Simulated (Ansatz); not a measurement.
HfO2 and the effect of the dispersion correction

The cell as given:

```xyz
12
Lattice="5.1180 0.0000 0.0000 0.0000 5.1857 0.0000 -0.8587 0.0000 5.2139" Properties=species:S:1:pos:R:3 pbc="T T T"
Hf    0.8021    2.3870    3.6914
Hf    3.0279    4.9798    4.1294
Hf    3.4573    2.7987    1.5224
Hf    1.2314    0.2059    1.0845
O    -0.3473    0.8733    4.4146
O     4.1773    3.4661    3.4062
O     4.6066    4.3124    0.7993
O     0.0821    1.7196    1.8076
O     1.4549    3.8473    5.1101
O     2.3751    1.2544    2.7107
O     2.8045    1.3384    0.1038
O     1.8842    3.9313    2.5032
```

Kept alike: task relaxation of cell and atoms; functional BLYP; k mesh 4 × 4 × 4; occupations fermi-dirac, width 0.05 eV; no spin polarisation. Program: Ansatz, Ansatz PAW, cutoff 420 eV. The mesh is that of the run's cell of 12 atoms. No spin-orbit coupling.

| dispersion correction | band gap (eV) | volume (Å³/atom) | first edge of the run's cell (Å) | third edge of the run's cell (Å) |
| --- | --- | --- | --- | --- |
| D3(BJ) | 4.067 | 11.732 | 5.143 | 5.331 |
| D4 | 4.086 | 11.835 | 5.160 | 5.359 |
| none | 4.077 | 12.162 | 5.214 | 5.421 |

Gaps hold for each row's own relaxed cell. Relaxations stop with a little pressure left, so the last digits of a volume or edge aren't settled. Ansatz's relaxations hold a Pulay term in the stress (up to 0.9 GPa here). A gap read on the mesh alone can miss an edge between its points. All rows use potentials made for PBE.

The band gap runs from 4.067 (D3(BJ)) to 4.086 eV (D4). Measured: 5.54 eV (arxiv:2112.02602). Semilocal gaps run low as a rule. The gap moves here only through the cell or the potentials. The volume runs from 11.732 (D3(BJ)) to 12.162 Å³/atom (none). Against no correction: D3(BJ) -3.5 %; D4 -2.7 %. Dispersion terms mostly attract and so lower the volume; the schemes' coefficients and damping set how far. The first edge of the run's cell runs from 5.143 (D3(BJ)) to 5.214 Å (none). The third edge of the run's cell runs from 5.331 (D3(BJ)) to 5.421 Å (none).

Dispersion contracts the hafnia cell, D3(BJ) more than D4, and the third edge shortens proportionally more than the first. Cohesion here is mainly ionic, with some covalent mixing of O 2p and Hf 5d states, so the contraction doesn't make HfO2 a van der Waals solid. The added attraction between polarisable ions probably offsets part of BLYP's tendency to underbind extended solids. Even so, all three cells remain larger than the measured monoclinic one.

The gap barely responds and doesn't follow the volume: D4 has the largest gap but the intermediate volume. It separates mainly O 2p valence states from Hf 5d conduction states, and a modest contraction both strengthens their repulsion and broadens the bands, effects that may largely cancel. The shortfall from the measured 5.54 eV is therefore electronic rather than structural, probably reflecting the missing derivative discontinuity, which a better volume can't restore. Whether dispersion alters the balance between the monoclinic phase and its competing polymorphs remains open.
